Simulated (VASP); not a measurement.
Calculation: PBE GGA, VASP's PBE PAW potentials (set 64) (plane waves; VASP).

VASP ran on this input.

### INCAR
```
# general
SYSTEM  = NaBr
PREC    = Accurate
ENCUT   = 400   # plane-wave cut-off (eV)
LREAL   = .False.
LASPH   = .True.   # aspherical one-centre terms

# electronic loop
EDIFF   = 1E-6
NELM    = 100   # most electronic steps
ALGO    = Normal   # blocked Davidson
LMAXMIX = 4   # l cut-off of mixed one-centre charges

# smearing
ISMEAR  = 0   # Gaussian
SIGMA   = 0.05   # width (eV)

# functional
GGA     = PE   # PBE

# ions
ISIF    = 2

# output
LWAVE   = .False.
LCHARG  = .False.
```

**POSCAR**
```
NaBr
5.970
  0.0000000000   0.5000000000   0.5000000000
  0.5000000000   0.0000000000   0.5000000000
  0.5000000000   0.5000000000   0.0000000000
Na Br
1 1
Cart
  0.0000000000   0.0000000000   0.0000000000
  0.5000000000   0.5000000000   0.5000000000
```

### KPOINTS
```
Automatic
0
G
7 7 7
```

POTCAR, in this order: Na_pv Br (PBE.64 set). Program: vasp_std.

The run wrote:

OSZICAR:
```
       N       E                     dE             d eps       ncg     rms          rms(c)
DAV:   1     0.825225476853E+02    0.82523E+02   -0.62732E+03   440   0.101E+03
DAV:   2     0.626962756442E+00   -0.81896E+02   -0.77161E+02   492   0.248E+02
DAV:   3    -0.611214956790E+01   -0.67391E+01   -0.67033E+01   542   0.725E+01
DAV:   4    -0.623750670514E+01   -0.12536E+00   -0.12529E+00   479   0.111E+01
DAV:   5    -0.623939722809E+01   -0.18905E-02   -0.18903E-02   537   0.132E+00    0.167E+00
DAV:   6    -0.612365554602E+01    0.11574E+00   -0.18985E-01   500   0.284E+00    0.103E+00
DAV:   7    -0.611228476612E+01    0.11371E-01   -0.87512E-02   503   0.188E+00    0.568E-01
DAV:   8    -0.611606442254E+01   -0.37797E-02   -0.63563E-03   461   0.804E-01    0.108E-01
DAV:   9    -0.611604408800E+01    0.20335E-04   -0.10176E-04   530   0.106E-01    0.564E-02
DAV:  10    -0.611610486353E+01   -0.60776E-04   -0.10734E-04   461   0.100E-01    0.117E-02
DAV:  11    -0.611610487147E+01   -0.79413E-08   -0.74505E-06   503   0.309E-02
   1 F= -.61161049E+01 E0= -.61161049E+01  d E =-.147423E-14
```

**OUTCAR**
```
------------------------ aborting loop because EDIFF is reached ----------------------------------------
  FORCE on cell =-STRESS in cart. coord.  units (eV):
  Direction    XX          YY          ZZ          XY          YZ          ZX
  --------------------------------------------------------------------------------------
  Total        0.1830656      0.1830656      0.1830656      0.0000000      0.0000000      0.0000000
  in kB        5.5138423      5.5138423      5.5138423      0.0000000      0.0000000      0.0000000
  external PRESSURE =       5.5138423 kB  Pullay stress =       0.0000000 kB
  volume of cell :       53.19
      direct lattice vectors                 reciprocal lattice vectors
     0.000000000  2.985000000  2.985000000    -0.167504188  0.167504188  0.167504188
     2.985000000  0.000000000  2.985000000     0.167504188 -0.167504188  0.167504188
     2.985000000  2.985000000  0.000000000     0.167504188  0.167504188 -0.167504188
 POSITION                                       TOTAL-FORCE (eV/Angst)
 -----------------------------------------------------------------------------------
      0.00000      0.00000      0.00000         0.000000      0.000000      0.000000
      2.98500      2.98500      2.98500        -0.000000     -0.000000     -0.000000
 -----------------------------------------------------------------------------------
    total drift:                                0.000000      0.000000      0.000000
  FREE ENERGIE OF THE ION-ELECTRON SYSTEM (eV)
  ---------------------------------------------------
  free  energy   TOTEN  =        -6.1161048715 eV

  energy  without entropy=       -6.1161048715  energy(sigma->0) =       -6.11610487
```
(Selected blocks of OUTCAR.)

The compound is NaBr in the rock salt structure. The cell was not relaxed at this level.
